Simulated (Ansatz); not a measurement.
# SiC: the cost of one run

Program: Ansatz 0.2.0. Level of theory: DFT r2SCAN, scalar-relativistic, plane waves, PAW. These are calculated values, not measurements.

The COD entry's cell or inner coordinates are ideal or old and differ from later refinements, so a difference from it is no clean test against experiment.

2 further runs of the same task are left out: 2 set aside as unsound or not needed. Runs told in other sessions of the task aren't counted.

## Step 1: Starting point

Symmetry: F-43m, No. 216, cubic system. Conventional cell: a = 4.356 Å, b = 4.356 Å, c = 4.356 Å, α = 90.00°, β = 90.00°, γ = 90.00°. Si (site symmetry -43m) has 4 C at 1.89 Å in its first shell of neighbours. C (site symmetry -43m) is surrounded by 4 Si at 1.89 Å.

As a file:

```cif
data_structure
_symmetry_space_group_name_H-M 'F-43m'
_symmetry_Int_Tables_number 216
_cell_length_a 4.3563
_cell_length_b 4.3563
_cell_length_c 4.3563
_cell_angle_alpha 90.000
_cell_angle_beta 90.000
_cell_angle_gamma 90.000
_cell_volume 82.67
loop_
_atom_site_label
_atom_site_type_symbol
_atom_site_symmetry_multiplicity
_atom_site_Wyckoff_symbol
_atom_site_fract_x
_atom_site_fract_y
_atom_site_fract_z
_atom_site_occupancy
Si1 Si 4 a 0.00000 0.00000 0.00000 1
C1 C 4 c 0.25000 0.25000 0.25000 1
```

It is built from the cell relaxed beforehand with the same method (10.33 Å³/atom).

## Step 2: The reference: the undisturbed cell on the scan's mesh

input.yaml

```yaml
crystal:
  lattice:
    - [4.3562899735, 0.0, 0.0]
    - [0.0, 2.1781449867, -2.1781449867]
    - [0.0, 6.5344349602, 6.5344349602]
  atoms:
    - { symbol: Si, position: [0.0, 0.0, 0.3333333333] }
    - { symbol: Si, position: [0.5, 0.5, 0.5] }
    - { symbol: Si, position: [0.0, 0.0, 0.6666666667] }
    - { symbol: Si, position: [0.5, 0.5, 0.8333333333] }
    - { symbol: Si, position: [0.0, 0.0, 1.0] }
    - { symbol: Si, position: [0.5, 0.5, 0.1666666667] }
    - { symbol: C, position: [0.75, 0.0, 0.5] }
    - { symbol: C, position: [0.25, 0.5, 0.6666666667] }
    - { symbol: C, position: [0.75, 0.0, 0.8333333333] }
    - { symbol: C, position: [0.25, 0.5, 1.0] }
    - { symbol: C, position: [0.75, 0.0, 0.1666666667] }
    - { symbol: C, position: [0.25, 0.5, 0.3333333333] }
basis:
  ecutwfc: 500
kpoints:
  mp_grid: { grid: [6, 9, 3] }
hamiltonian:
  xc: r2scan
scf:
  occupations: { method: gaussian, width: 0.05 }
output:
  forces: true
  stress: true
  eigenvalues: true
  write_density: true
  write_potential: true
  elf: true
  volumetric_format: npy
```

Command:

```console
> ansatz run input.yaml --threads 2 --pin off --max-ram 5120MiB --backend cpu --events-out ev --progress --plain --runs-dir out
```

What time and memory should one allow on 2 threads of Oxide Virtual Turin-like (Zen 5), shared host?

About 17 s, with a peak of 0.66 GiB.
